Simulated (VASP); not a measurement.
# MgB (Pm-3m) in VASP: equation of state

Aim: energy against volume of MgB in PBE, for its equilibrium volume and stiffness.

Program: VASP 6.6.1. These are calculated values, not measurements. Logs are shortened: lines on timing, memory, paths and dates and some standing lists are left out, and cuts for length are marked.

## 1. Starting point

The structure is cubic, space group Pm-3m (No. 221). Conventional cell: a = 2.895 Å, b = 2.895 Å, c = 2.895 Å, α = 90.00°, β = 90.00°, γ = 90.00°. Mg (site symmetry m-3m) is surrounded by 8 B at 2.51 Å. Around B (site symmetry m-3m) lie 8 Mg at 2.51 Å.

The cell was built by a generator and needn't be a form met in nature.

## 2. Equation of state, PBE, 11.41 Å³/atom (volume scaled by 0.94)

INCAR

```
SYSTEM = MgB
ALGO     = Normal         ! electronic algorithm
EDIFF    = 1E-7           ! SCF threshold, eV
ENCUT    = 520            ! plane-wave cutoff, eV
GGA      = PE             ! functional
ISIF     = 2              ! what is computed and relaxed
ISMEAR   = -1             ! smearing method
LASPH    = .True.         ! aspherical terms in the spheres
LCHARG   = .False.        ! write CHGCAR
LREAL    = .False.        ! projectors in reciprocal space
LWAVE    = .False.        ! write WAVECAR
NBANDS   = 10             ! bands
NELM     = 100            ! most SCF steps
PREC     = Accurate       ! precision mode
SIGMA    = 0.05           ! smearing width, eV
```

KPOINTS

```
k-points
0
Gamma
  9 9 9
  0 0 0
```

POSCAR

```
MgB
1.0
    2.8360487226      0.0000000000      0.0000000000
    0.0000000000      2.8360487226      0.0000000000
    0.0000000000      0.0000000000      2.8360487226
Mg B
1 1
Direct
    0.0000000000      0.0000000000      0.0000000000
    0.5000000000      0.5000000000      0.5000000000
```

Potentials or basis: VASP PAW PBE potentials, release 64 (Mg, B).

Run with:

```bash
> cat potpaw_PBE.64/Mg/POTCAR potpaw_PBE.64/B/POTCAR > POTCAR
> mpirun -np 1 vasp_std > vasp.out
```

OUTCAR:

```text
SYSTEM = MgB
   EDIFF = 1E-7
   ENCUT = 520
   GGA = PE
   ISIF = 2
   ISMEAR = -1
   LASPH = .True.
   LREAL = .False.
   NELM = 100
   PREC = Accurate

 Found     35 irreducible k-points:

 Following reciprocal coordinates:
            Coordinates               Weight
  0.000000  0.000000  0.000000      1.000000
  0.111111  0.000000  0.000000      6.000000
  0.222222  0.000000  0.000000      6.000000
  0.333333  0.000000  0.000000      6.000000
  0.444444  0.000000  0.000000      6.000000
  0.111111  0.111111  0.000000     12.000000
   k-points           NKPTS =     35   k-points in BZ     NKDIM =     35   number of bands    NBANDS=     10
   number of dos      NEDOS =    301   number of ions     NIONS =      2
   total plane-waves  NPLWV =  13824
   dimension x,y,z NGX =    24 NGY =   24 NGZ =   24
   dimension x,y,z NGXF=    48 NGYF=   48 NGZF=   48
   ions per type =               1   1
   NGX,Y,Z   is equivalent  to a cutoff of  14.07, 14.07, 14.07 a.u.
   NGXF,Y,Z  is equivalent  to a cutoff of  28.14, 28.14, 28.14 a.u.
 SYSTEM =  MgB
   PREC   = accura    normal or accurate (medium, high low for compatibility)
   ISTART =      0    job   : 0-new  1-cont  2-samecut
   ICHARG =      2    charge: 1-file 2-atom 10-const
   ISPIN  =      1    spin polarized calculation?
   LNONCOLLINEAR =      F non collinear calculations
   LSORBIT =      F    spin-orbit coupling
   LASPH  =      T    aspherical Exc in radial PAW
   ENCUT  =  520.0 eV  38.22 Ry    6.18 a.u.   5.27  5.27  5.27*2*pi/ulx,y,z
   NELM   =    100;   NELMIN=  2; NELMDL= -5     # of ELM steps
   EDIFF  = 0.1E-06   stopping-criterion for ELM
   LREAL  =      F    real-space projection
   EDIFFG = 0.1E-05   stopping-criterion for IOM
   NSW    =      0    number of steps for IOM
   IBRION =     -1    ionic relax: 0-MD 1-quasi-New 2-CG
   NFREE  =      0    steps in history (QN), initial steepest desc. (CG)
   ISIF   =      2    stress and relaxation
   ISYM   =      2    0-nonsym 1-usesym 2-fastsym
   POTIM  = 0.5000    time-step for ionic-motion
   TEBEG  =    0.0;   TEEND  =   0.0 temperature during run
   PSTRESS=    0.0 pullay stress
   NELECT =       5.0000    total number of electrons
   NUPDOWN=      -1.0000    fix difference up-down
   EMIN   =  10.00;   EMAX   =-10.00  energy-range for DOS
   EFERMI =   0.00;   METHOD = LEGACY
   ISMEAR =    -1;   SIGMA  =   0.05  broadening in eV -4-tet -1-fermi 0-gaus
   EFERMI_NEDOS =   21; number of points for ismear=-14 and -15
   IALGO  =     38    algorithm
   IMIX   =      4    mixing-type and parameters
     AMIX     =   0.40;   BMIX     =  1.00
     AMIX_MAG =   1.60;   BMIX_MAG =  1.00
  volume/ion in A,a.u.               =      11.41        76.97
  Fermi-wavevector in a.u.,A,eV,Ry     =   0.987077  1.865306 13.256449  0.974322
  Thomas-Fermi vector in A             =   2.118505
   LORBIT       =      0    0 simple, 1 ext, 2 COOP (PROOUT), +10 PAW based schemes
   GGA     = PE    functional components
   LHFCALC =     F    Hartree Fock is set to
   AEXX    =    0.0000 exact exchange contribution
   IVDW    =     0    specifies the selected vdW correction
   LEPSILON=     F    determine dielectric tensor
   LRPA    =     F    only Hartree local field effects (RPA)
 non-spin polarized calculation
  energy-cutoff  :      520.00
  volume of cell :       22.81
 maximum number of plane-waves:       630
 NGX is ok and might be reduce to    24
   NGX = 11   NGY = 11   NGZ = 11

 number of electron       5.0000000 magnetization

 Free energy of the ion-electron system (eV)
  ---------------------------------------------------
  ext. energy  EPLUGINS =         0.00000000
  ---------------------------------------------------
  free energy    TOTEN  =        -6.59828446 eV

  energy without entropy =       -6.59110059  energy(sigma->0) =       -6.59469253

 E-fermi :   5.2123     XC(G=0): -10.5951

 val. band max:        5.1450110274   @ k =   0.3333   0.2222   0.0000
 cond. band min:       5.2734510121   @ k =   0.3333   0.2222   0.2222
 fundamental gap:      0.1284399846
 Fermi energy:         5.2122627042

 k-point     1 :       0.0000    0.0000    0.0000
  band No.  band energies     occupation
      1      -6.0845      2.00000
      2       7.6939      0.00000
      3       7.6939      0.00000
      4       7.6939      0.00000
      5      12.1793      0.00000
      6      12.1793      0.00000
      7      14.9376      0.00000
      8      24.2445      0.00000
      9      24.2445      0.00000
     10      24.2445      0.00000

 k-point     2 :       0.1111    0.0000    0.0000
  band No.  band energies     occupation
      1      -5.8812      2.00000
      2       6.1876      0.00000
      3       7.8082      0.00000
      4       7.8082      0.00000
      5      12.4070      0.00000
      6      13.4549      0.00000
      7      15.4156      0.00000
      8      23.1622      0.00000
      9      23.1622      0.00000
     10      23.9515      0.00000

 k-point     3 :       0.2222    0.0000    0.0000
  band No.  band energies     occupation
      1      -5.2783      2.00000
      2       3.7143      2.00000
      3       8.1213      0.00000
      4       8.1213      0.00000
      5      13.0883      0.00000
      6      14.6672      0.00000
      7      17.0341      0.00000
      8      21.1219      0.00000
      9      21.1219      0.00000
     10      23.4932      0.00000

 k-point     4 :       0.3333    0.0000    0.0000
  band No.  band energies     occupation
      1      -4.3061      2.00000
      2       1.3636      2.00000
      3       8.5303      0.00000
      4       8.5303      0.00000
      5      14.2139      0.00000
      6      15.4799      0.00000
      7      17.9269      0.00000
      8      19.3360      0.00000
      9      19.3360      0.00000
     10      20.5443      0.00000

 k-point     5 :       0.4444    0.0000    0.0000
  band No.  band energies     occupation
      1      -3.1241      2.00000
      2      -0.5280      2.00000
      3       8.8395      0.00000
      4       8.8395      0.00000
      5      15.7080      0.00000
      6      16.2318      0.00000
      7      17.6122      0.00000
      8      18.1367      0.00000
      9      18.3016      0.00000
     10      18.3016      0.00000

 k-point     6 :       0.1111    0.1111    0.0000
  band No.  band energies     occupation
      1      -5.6789      2.00000
      2       6.1079      0.00000
      3       6.5820      0.00000
      4       7.9242      0.00000
      5      13.1081      0.00000
      6      14.3140      0.00000
      7      15.6478      0.00000
      8      21.7094      0.00000
      9      22.8270      0.00000
     10      24.1141      0.00000

 [... further k-points ...]

------------------------ aborting loop because EDIFF is reached ----------------------------------------

  FORCE on cell =-STRESS in cart. coord.  units (eV):
  Direction    XX          YY          ZZ          XY          YZ          ZX
  --------------------------------------------------------------------------------------
  -------------------------------------------------------------------------------------
  Total        0.8216215      0.8216215      0.8216215      0.0000000      0.0000000     -0.0000000
  in kB       57.7087009     57.7087009     57.7087009      0.0000000      0.0000000     -0.0000000
  external PRESSURE =      57.7087009 kB  Pullay stress =       0.0000000 kB

 VOLUME and BASIS-vectors are now :
 -----------------------------------------------------------------------------
  energy-cutoff  :      520.00
  volume of cell :       22.81
      direct lattice vectors                 reciprocal lattice vectors
     2.836048723  0.000000000  0.000000000     0.352603251  0.000000000  0.000000000
     0.000000000  2.836048723  0.000000000     0.000000000  0.352603251  0.000000000
     0.000000000  0.000000000  2.836048723     0.000000000  0.000000000  0.352603251

 POSITION                                       TOTAL-FORCE (eV/Angst)
 -----------------------------------------------------------------------------------
      0.00000      0.00000      0.00000         0.000000      0.000000      0.000000
      1.41802      1.41802      1.41802         0.000000      0.000000      0.000000
 -----------------------------------------------------------------------------------
    total drift:                                0.000000     -0.000000     -0.000000

  FREE ENERGIE OF THE ION-ELECTRON SYSTEM (eV)
  ---------------------------------------------------
  free  energy   TOTEN  =        -6.5982844560 eV

  energy  without entropy=       -6.5911005947  energy(sigma->0) =       -6.59469253
```

Run time: 6.8 s. Hardware: 1 thread of Intel Xeon Platinum 8559C (Emerald Rapids), shared host; peak memory 0.13 GiB.

What came out:

- Free energy: -6.5983 eV
- Pressure: 5.8 GPa
- Band gap on the k mesh: none (metal or under the smearing width)

## 3. Equation of state, PBE, 11.65 Å³/atom (volume scaled by 0.96)

INCAR

```
ALGO = Normal
EDIFF = 1E-7
ENCUT = 520
GGA = PE
ISIF = 2
ISMEAR = -1
LASPH = True
LCHARG = False
LREAL = False
LWAVE = False
NBANDS = 10
NELM = 80
PREC = Accurate
SIGMA = 0.05
```

KPOINTS

```
k-points
0
Gamma
  9 9 9
```

POSCAR

```
MgB
1.0
    2.8560215548      0.0000000000      0.0000000000
    0.0000000000      2.8560215548      0.0000000000
    0.0000000000      0.0000000000      2.8560215548
Mg B
1 1
Direct
    0.0000000000      0.0000000000      0.0000000000
    0.5000000000      0.5000000000      0.5000000000
```

Potentials or basis: VASP PAW PBE potentials, release 64 (Mg, B).

Run with:

```bash
> cat potpaw_PBE.64/Mg/POTCAR potpaw_PBE.64/B/POTCAR > POTCAR
> mpirun -np 1 vasp_std > vasp.out
```

Run time: 6.4 s. Hardware: 1 thread of Intel Xeon Platinum 8559C (Emerald Rapids), shared host; peak memory 0.13 GiB.

It converged, with:

```yaml
Free_energy: -6.6125 eV
Pressure: 3.6 GPa
Band_gap_on_the_k_mesh: none (metal or under the smearing width)
```

(Part 1 of 2 ends here.)
